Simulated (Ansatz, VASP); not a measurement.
Two plane-wave programs on Na2I

```
CELL_PARAMETERS angstrom
5.64722 0.00000 0.00000
-2.82361 4.89063 0.00000
0.00000 0.00000 3.99088
ATOMIC_POSITIONS crystal
Na 0.33333 0.66667 0.00000
Na 0.66667 0.33333 0.00000
I 0.00000 0.00000 0.50000
```

Alike in both runs: functional PBE; k mesh 6 × 6 × 4; occupations gaussian, width 0.1 eV; no spin polarisation.

Ansatz relaxed the structure, and its values are those at the end. VASP's run is a single point on that final structure, the one shown.

|  | VASP | Ansatz |
| --- | --- | --- |
| version | VASP 6.6.1 | Ansatz 0.2.0 |
| potentials or method | VASP PAW PBE potentials, release 64 (Na_pv, I) | scalar-relativistic, plane waves, PAW |
| plane-wave cutoff (eV) | 520 | 420 |
| valence electrons in the cell | 21 | 35 |

|  | VASP | Ansatz | Ansatz less VASP |
| --- | --- | --- | --- |
| gap on the k mesh at the Fermi level (eV) | none | none | - |
| pressure (GPa) | 0.0 | 0.0 | 0.00 |

A gap of «none» marks a metal or a gap that the smearing closes. The functional is the same, so the differences come from potentials, cutoffs and numerics. The two sets of potentials don't hold the same shells in valence.

Caveats: the k mesh is coarse (spacing up to 0.39 Å⁻¹), so the values aren't converged; an odd number of electrons without spin polarisation forces a metal; a magnetic or distorted state may lie lower. The runs have no spin-orbit coupling, so splittings on I are missing.
